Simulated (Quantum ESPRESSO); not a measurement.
Input of a Quantum ESPRESSO 7.5 run:

The input pw.in:

```
&CONTROL
  calculation = 'scf'
  prefix = 'pwscf'
  outdir = './tmp'
  pseudo_dir = './pseudo'
  tprnfor = .true.
  tstress = .true.
  disk_io = 'nowf'
/
&SYSTEM
  ibrav = 0
  nat = 5
  ntyp = 3
  ecutwfc = 88
  nbnd = 28
  occupations = 'smearing'
  smearing = 'fd'
  degauss = 0.00367493
/
&ELECTRONS
  conv_thr = 1d-09
  electron_maxstep = 120
  mixing_beta = 0.5
/
ATOMIC_SPECIES
Ba   137.3270 Ba_ONCV_PBE-1.2.upf
Ti    47.8670 Ti_ONCV_PBE-1.2.upf
O     15.9990 O_ONCV_PBE-1.2.upf
CELL_PARAMETERS angstrom
   3.9998000000    0.0000000000    0.0000000000
   0.0000000000    3.9998000000    0.0000000000
   0.0000000000    0.0000000000    4.0180000000
ATOMIC_POSITIONS crystal
Ba     0.0000000000    0.0000000000    0.0000000000
Ti     0.5000000000    0.5000000000    0.4900000000
O      0.0000000000    0.5000000000    0.5170000000
O      0.5000000000    0.0000000000    0.5170000000
O      0.5000000000    0.5000000000    0.0190000000
K_POINTS automatic
4 4 4 0 0 0
```

Potentials or basis: SG15 PBE 1.2.

Launch:

```bash
$ OMP_NUM_THREADS=1 mpirun -n 4 pw.x -nk 2 -in pw.in > pw.out
```

Problem. Predict the pressure.

Solution. 2.5 GPa.

Problem. Estimate the band gap on the k mesh.

Solution. 1.87 eV, indirect (least direct gap 2.12 eV).

Problem. Estimate the largest force.

Solution. 0.296 eV/Å.

Stress tensor (GPa, compression positive):
```
2.18 0.00 0.00
0.00 2.18 0.00
0.00 0.00 3.13
```

Caveat: spin-orbit coupling is left out, which moves the levels of the heavy elements. A k mesh can miss the band edges.
